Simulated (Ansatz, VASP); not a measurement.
# GaSi63H (Ga-H pair in Si): VASP beside Ansatz, part 2 of 2

One calculation is typed for both programs; each brings its own data sets. How far apart do they land? Of the first pair: The structure shown is the start of the Ansatz relaxation below; VASP solves that cell, so the two are compared at the walk's first step.

VASP 6.6.1 and Ansatz 0.2.0.

So far. Step 3 (VASP: single point, HSE06, start cell, pair 1): The run ends at a pressure of -0.21 GPa, with forces up to 2.3 eV/Å.

**5. Ansatz: relaxation, HSE06**

Level of this step: Ansatz beside VASP: Kohn-Sham DFT, plane waves, HSE06 (Ansatz).

This run makes the geometry at which the two programs are then compared.

The structure compared here is the end of the Ansatz relaxation.

Input file input.yaml:

```yaml
relax:
  f_tol: 0.01
  max_steps: 80
  random_displacement: { amplitude: 0.02, seed: 972 }
crystal:
  lattice:
    - [10.93956647, 0.0, 0.0]
    - [0.0, 10.93956647, 0.0]
    - [0.0, 0.0, 10.93956647]
  atoms:
    - { symbol: Si, position: [0.0, 0.0, 0.25] }
    - { symbol: Si, position: [0.0, 0.25, 0.0] }
    - { symbol: Si, position: [0.25, 0.0, 0.0] }
    - { symbol: Si, position: [0.236809349, 0.236809349, 0.236809349] }
    - { symbol: Si, position: [0.125, 0.125, 0.375] }
    - { symbol: Si, position: [0.125, 0.375, 0.125] }
    - { symbol: Si, position: [0.375, 0.125, 0.125] }
    - { symbol: Ga, position: [0.398748656, 0.398748656, 0.398748656] }
    - { symbol: Si, position: [0.0, 0.0, 0.75] }
    - { symbol: Si, position: [0.0, 0.25, 0.5] }
    - { symbol: Si, position: [0.25, 0.0, 0.5] }
    - { symbol: Si, position: [0.25, 0.25, 0.75] }
    - { symbol: Si, position: [0.125, 0.125, 0.875] }
    - { symbol: Si, position: [0.125, 0.375, 0.625] }
    - { symbol: Si, position: [0.375, 0.125, 0.625] }
    - { symbol: Si, position: [0.375, 0.375, 0.875] }
    - { symbol: Si, position: [0.0, 0.5, 0.25] }
    - { symbol: Si, position: [0.0, 0.75, 0.0] }
    - { symbol: Si, position: [0.25, 0.5, 0.0] }
    - { symbol: Si, position: [0.25, 0.75, 0.25] }
    - { symbol: Si, position: [0.125, 0.625, 0.375] }
    - { symbol: Si, position: [0.125, 0.875, 0.125] }
    - { symbol: Si, position: [0.375, 0.625, 0.125] }
    - { symbol: Si, position: [0.375, 0.875, 0.375] }
    - { symbol: Si, position: [0.0, 0.5, 0.75] }
    - { symbol: Si, position: [0.0, 0.75, 0.5] }
    - { symbol: Si, position: [0.25, 0.5, 0.5] }
    - { symbol: Si, position: [0.25, 0.75, 0.75] }
    - { symbol: Si, position: [0.125, 0.625, 0.875] }
    - { symbol: Si, position: [0.125, 0.875, 0.625] }
    - { symbol: Si, position: [0.375, 0.625, 0.625] }
    - { symbol: Si, position: [0.375, 0.875, 0.875] }
    - { symbol: Si, position: [0.5, 0.0, 0.25] }
    - { symbol: Si, position: [0.5, 0.25, 0.0] }
    - { symbol: Si, position: [0.75, 0.0, 0.0] }
    - { symbol: Si, position: [0.75, 0.25, 0.25] }
    - { symbol: Si, position: [0.625, 0.125, 0.375] }
    - { symbol: Si, position: [0.625, 0.375, 0.125] }
    - { symbol: Si, position: [0.875, 0.125, 0.125] }
    - { symbol: Si, position: [0.875, 0.375, 0.375] }
    - { symbol: Si, position: [0.5, 0.0, 0.75] }
    - { symbol: Si, position: [0.5, 0.25, 0.5] }
    - { symbol: Si, position: [0.75, 0.0, 0.5] }
    - { symbol: Si, position: [0.75, 0.25, 0.75] }
    - { symbol: Si, position: [0.625, 0.125, 0.875] }
    - { symbol: Si, position: [0.625, 0.375, 0.625] }
    - { symbol: Si, position: [0.875, 0.125, 0.625] }
    - { symbol: Si, position: [0.875, 0.375, 0.875] }
    - { symbol: Si, position: [0.5, 0.5, 0.25] }
    - { symbol: Si, position: [0.5, 0.75, 0.0] }
    - { symbol: Si, position: [0.75, 0.5, 0.0] }
    - { symbol: Si, position: [0.75, 0.75, 0.25] }
    - { symbol: Si, position: [0.625, 0.625, 0.375] }
    - { symbol: Si, position: [0.625, 0.875, 0.125] }
    - { symbol: Si, position: [0.875, 0.625, 0.125] }
    - { symbol: Si, position: [0.875, 0.875, 0.375] }
    - { symbol: Si, position: [0.5, 0.5, 0.75] }
    - { symbol: Si, position: [0.5, 0.75, 0.5] }
    - { symbol: Si, position: [0.75, 0.5, 0.5] }
    - { symbol: Si, position: [0.75, 0.75, 0.75] }
    - { symbol: Si, position: [0.625, 0.625, 0.875] }
    - { symbol: Si, position: [0.625, 0.875, 0.625] }
    - { symbol: Si, position: [0.875, 0.625, 0.625] }
    - { symbol: Si, position: [0.875, 0.875, 0.875] }
    - { symbol: H, position: [0.316442, 0.316442, 0.316442] }
basis:
  ecutwfc: 420
  xc_grid: 2
hamiltonian:
  xc: hse06
kpoints:
  mp_grid: { grid: [1, 1, 1] }
scf:
  occupations: { method: fermi_dirac, width: 0.01 }
  max_iter: 120
output:
  forces: true
checkpoint:
  write: "../relax.run"
  compress: false
  write_wavefunctions: true
  write_every: 100000
```

The run is started by

```sh
> ansatz run input.yaml --threads 4 --pin off --max-ram 7536MiB --backend cpu --events-out ev --progress --plain --runs-dir out
```

Numbers of over 12 decimals in the logs are rounded to 6 here.

What it wrote:

```text
[...]
Crystal: 65 atoms, lattice volume = 1309.183 Å³
Basis set: ecut = 420 eV, 25677 PW (Γ), exchange–correlation on 150×150×150 points (8 copies of the dense FFT grid, shifted against one another)
Bands: 198, of which v1, the nominal top of the filled ones, is band 133 counted from 1 (132 counted from 0)
Symmetry: 1 space group operations
k-points: 1
[...]
SCF iter   1: F=—  HF=-43846.408176 eV  |F-HF|=—  |Δ(HF+E_count)|=         —  Δρ=2.03e-3  dr2=1.15e-1  ethr=1.77e-3  ⟨swp⟩=18.0  Hψ=1400  notcnv=0  reapply=1
[...]
- { symbol: Si, position: [0.119909, 0.119568, 0.376276] }
    - { symbol: Si, position: [0.120353, 0.376104, 0.120425] }
    - { symbol: Si, position: [0.376287, 0.119682, 0.120083] }
    - { symbol: Ga, position: [0.402037, 0.401886, 0.402107] }
    - { symbol: Si, position: [-3.609171991489836e-5, -0.000323706, 0.749704] }
[...]
- { symbol: Si, position: [0.625160, 0.624873, 0.875314] }
    - { symbol: Si, position: [0.625118, 0.874888, 0.625218] }
    - { symbol: Si, position: [0.875228, 0.624844, 0.625216] }
    - { symbol: Si, position: [0.875070, 0.874749, 0.875133] }
    - { symbol: H, position: [0.310759, 0.307769, 0.311861] }
```

**6. VASP: single point, HSE06, relaxed cell, pair 2**

The same cell, functional, mesh and smearing now go to VASP, with its own data sets.

The run reads the wave functions of an earlier VASP run, which isn't shown here.

Input file INCAR:

```
SYSTEM = GaSi63H
PREC = Accurate
ENCUT = 400
EDIFF = 1E-06
NELM = 100
ISMEAR = -1
SIGMA = 0.01
LREAL = Auto
ALGO = Normal
LHFCALC = .TRUE.
AEXX = 0.25
GGA = PE
HFSCREEN = 0.208
LASPH = .TRUE.
NBANDS = 178
PRECFOCK = Fast
LORBIT = 11
LWAVE = .FALSE.
LCHARG = .FALSE.
ISIF = 2
```

Input file POSCAR:

```
GaSi63H
1.0
   10.9395664700      0.0000000000      0.0000000000
    0.0000000000     10.9395664700      0.0000000000
    0.0000000000      0.0000000000     10.9395664700
Si Ga H
63 1 1
Direct
    0.9974245525      0.9971294681      0.2494631645
    0.9978166217      0.2491788079      0.9978870437
    0.2493883140      0.9972305466      0.9976235902
    0.2316726064      0.2310954600      0.2318018436
    0.1199087463      0.1195682633      0.3762759664
    0.1203532592      0.3761038106      0.1204253318
    0.3762869600      0.1196815471      0.1200833987
    0.9999639083      0.9996762944      0.7497044390
    0.9997007930      0.2504894913      0.5001953878
    0.2508498091      0.9994103362      0.5002079427
    0.2501802456      0.2498607586      0.7498298356
    0.1249341068      0.1246368479      0.8743291921
    0.1241390706      0.3753431256      0.6263906699
    0.3757146878      0.1239272198      0.6263379468
    0.3751553761      0.3748236963      0.8745994737
    0.9997221807      0.4999208831      0.2510169955
    0.9999564111      0.7492398401      0.0000003410
    0.2509288922      0.4999115124      0.9997631917
    0.2501672139      0.7494802786      0.2502312524
    0.1241407640      0.6261207370      0.3758214053
    0.1248671168      0.8738767440      0.1249647839
    0.3757275658      0.6261128704      0.1241777128
    0.3751399975      0.8742221404      0.3752037903
    0.9995090003      0.4995700988      0.7507165255
    0.9995233581      0.7504110229      0.5000506993
    0.2451811332      0.5067900543      0.5071553938
    0.2502150513      0.7516090544      0.7520077461
    0.1251987223      0.6247433135      0.8751077158
    0.1252370397      0.8748019845      0.6252119992
    0.3742997944      0.6280335551      0.6284205270
    0.3756217336      0.8746820412      0.8750295330
    0.5001791748      0.9994181808      0.2509582091
    0.5001678698      0.2505150455      0.9997570590
    0.7496046069      0.9996739979      0.0000120577
    0.7497746523      0.2498586969      0.2502431352
    0.6262945051      0.1239372301      0.3758120111
    0.6263261495      0.3753510783      0.1242140182
    0.8742386378      0.1246174559      0.1249799233
    0.8745368718      0.3748220983      0.3752166885
    0.4998828534      0.9992250841      0.7506659115
    0.5071716790      0.2451289257      0.5072453399
    0.7505797220      0.9992223945      0.4999995548
    0.7520754114      0.2498528833      0.7521263002
    0.6250799936      0.1248645191      0.8751069984
    0.6285146500      0.3740259072      0.6285904823
    0.8750711730      0.1248610223      0.6251502168
    0.8751212929      0.3752838987      0.8752071016
    0.5070204959      0.5067516151      0.2452136821
    0.4999615313      0.7504272033      0.9995871452
    0.7506435362      0.4995844024      0.9995956523
    0.7519184485      0.7515623134      0.2502621589
    0.6283100886      0.6279868750      0.3743230949
    0.6251304649      0.8747987162      0.1253067780
    0.8750714954      0.6247392192      0.1252610316
    0.8748813826      0.8746140219      0.3757342028
    0.5003575006      0.5000476333      0.7501878401
    0.5003276242      0.7497405130      0.5003742302
    0.7500922883      0.5000305629      0.5004102211
    0.7500843746      0.7497718777      0.7501419867
    0.6251596401      0.6248730678      0.8753144412
    0.6251179711      0.8748883850      0.6252181456
    0.8752282188      0.6248443650      0.6252161074
    0.8750696194      0.8747490789      0.8751331142
    0.4020371855      0.4018858415      0.4021071597
    0.3107590234      0.3077694914      0.3118613051
```

Input file KPOINTS:

```
Automatic mesh
0
Gamma
1 1 1
0 0 0
```

PAW data sets: Si, Ga_d and H (PBE family, release 64).

The run is started by

```sh
> export OMP_NUM_THREADS=3
> mpirun -np 1 vasp_gam
```

What it wrote:

```text
[... set-up lines as in an earlier step ...]
 entering main loop
       N       E                     dE             d eps       ncg     rms          rms(c)
DAV:   1    -0.395839520543E+03   -0.39584E+03   -0.12941E+01   414   0.862E+00    0.196E+01
DAV:   2    -0.395932503771E+03   -0.92983E-01   -0.43924E-01   504   0.179E+00    0.126E+01
DAV:   3    -0.395919542956E+03    0.12961E-01   -0.24713E-02   488   0.353E-01    0.744E+00
DAV:   4    -0.395913584127E+03    0.59588E-02   -0.29421E-03   448   0.124E-01    0.430E+00
[...]
DAV:   9    -0.395910348733E+03    0.21483E-04   -0.99935E-06   406   0.610E-03    0.255E-01
DAV:  10    -0.395910344270E+03    0.44634E-05   -0.30885E-06   272   0.349E-03    0.145E-01
DAV:  11    -0.395910344413E+03   -0.14311E-06   -0.13904E-06   214   0.255E-03
   1 F= -.39591034E+03 E0= -.39591034E+03  d E =-.897806E-11
```

From OUTCAR (step 6):

```text
  Total       -2.4630213     -2.3906783     -2.4911398      1.2198607      1.2062383      1.1543692
  in kB       -3.0142441     -2.9257108     -3.0486555      1.4928649      1.4761938      1.4127164
  external PRESSURE =      -2.9962035 kB  Pullay stress =       0.0000000 kB

 POSITION                                       TOTAL-FORCE (eV/Angst)
 -----------------------------------------------------------------------------------
     10.91139     10.90816      2.72902         0.004759      0.002995      0.002379
     10.91568      2.72591     10.91645         0.002410      0.000783      0.003020
      2.72820     10.90927     10.91357         0.002954      0.002090      0.003848
      2.53440      2.52808      2.53581         0.017773      0.017984      0.018089
      1.31175      1.30802      4.11630         0.001634      0.001020     -0.006990
      1.31661      4.11441      1.31740         0.002931     -0.007457      0.002961
      4.11642      1.30926      1.31366        -0.007426      0.001380      0.002692
     10.93917     10.93603      8.20144         0.000989      0.001734      0.000041
     10.93629      2.74025      5.47192         0.000276     -0.003256      0.001615
      2.74419     10.93312      5.47206        -0.001560     -0.001178      0.002188
      2.73686      2.73337      8.20281        -0.000829      0.001636      0.003710
      1.36672      1.36347      9.56478         0.000127      0.000151      0.001738
      1.35803      4.10609      6.85244         0.001627      0.000230     -0.001591
      4.11016      1.35571      6.85187         0.000785      0.000550     -0.001174
[...]
-----------------------------------------------------------------------------------
    total drift:                               -0.056658      0.005187     -0.066436

  FREE ENERGIE OF THE ION-ELECTRON SYSTEM (eV)
  ---------------------------------------------------
  free  energy   TOTEN  =      -395.9103444132 eV

  energy  without entropy=     -395.9103444132  energy(sigma->0) =     -395.91034441

[... 1 part as in an earlier step ...]

[... 1 further part left out ...]
```

The run ends at a pressure of -0.30 GPa, with forces up to 0.11 eV/Å.

**7. Side by side**

Both answers:

| quantity | Ansatz | VASP | difference |
| --- | --- | --- | --- |
| gap on the k mesh (eV) | 1.207 | 1.227 | -0.020 |

At this near-relaxed geometry the largest component of a force difference is 63 meV/Å. A gap on the mesh is an upper bound, since the band edges may lie between its points.

**8. Summary of results**

```yaml
r_m_s_force_difference_single_point_hse06_start_cell_pair_1: 1.0 % of the r.m.s. force
difference_in_gap_on_the_k_mesh_single_point_hse06_relaxed_cell_pair_2: -0.020 eV
r_m_s_force_difference_single_point_hse06_relaxed_cell_pair_2: 7.2 meV/Å
```

The r.m.s. force difference is 7.2 meV/Å (single point, HSE06, relaxed cell, pair 2), within the 12 meV/Å picked in this series as the mark of a large difference. How closely two codes agree says nothing of how well the functional describes the real material.

[Lines on the potential files, build, host, timing and source positions are cut from VASP's logs without a mark.]

[Logs are printed without paths, hosts, clocks, repeated set-up lines and the standing remarks that a program may print on its own settings, such as how far it seeks lower states.]

[Hosts, paths, dates, database ids (printed as entryN), source tags and the programs' standing remarks are cut or masked in the printed files.]
